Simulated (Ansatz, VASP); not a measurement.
Two plane-wave programs on BN

```
B N
1.0
     2.49824    0.00000    0.00000
    -1.24912    2.16354    0.00000
     0.00000    0.00000    6.63570
B N
2 2
Direct
  0.33333 0.66667 0.25000
  0.66667 0.33333 0.75000
  0.33333 0.66667 0.75000
  0.66667 0.33333 0.25000
```

Alike in both runs: task electric field gradients; functional PBE; dispersion D3(BJ); k mesh 12 × 12 × 4; occupations gaussian, width 0.05 eV; no spin polarisation.

|  | VASP | Ansatz |
| --- | --- | --- |
| version | VASP 6.6.1 | Ansatz 0.2.0 |
| potentials or method | VASP PAW PBE potentials, release 64 (B, N) | scalar-relativistic, plane waves, PAW |
| plane-wave cutoff (eV) | 520 | 420 |
| valence electrons in the cell | 16 | 16 |

VASP gave:

- gap on the k mesh at the Fermi level (eV): 4.29
- least direct gap on the mesh (eV): 4.66
- pressure (GPa): 2.4
- largest component of the traceless stress (GPa): 2.67
- dispersion energy (meV/atom): -141.9
- Vzz of the field gradient on the site that differs most (V/Å²): 35.3

What did Ansatz give for the same quantities?

gap on the k mesh at the Fermi level (eV): 4.29; least direct gap on the mesh (eV): 4.66; pressure (GPa): 2.3; largest component of the traceless stress (GPa): 2.46; dispersion energy (meV/atom): -141.9; Vzz of the field gradient on the site that differs most (V/Å²): 29.2.

A k mesh can miss the band edges.
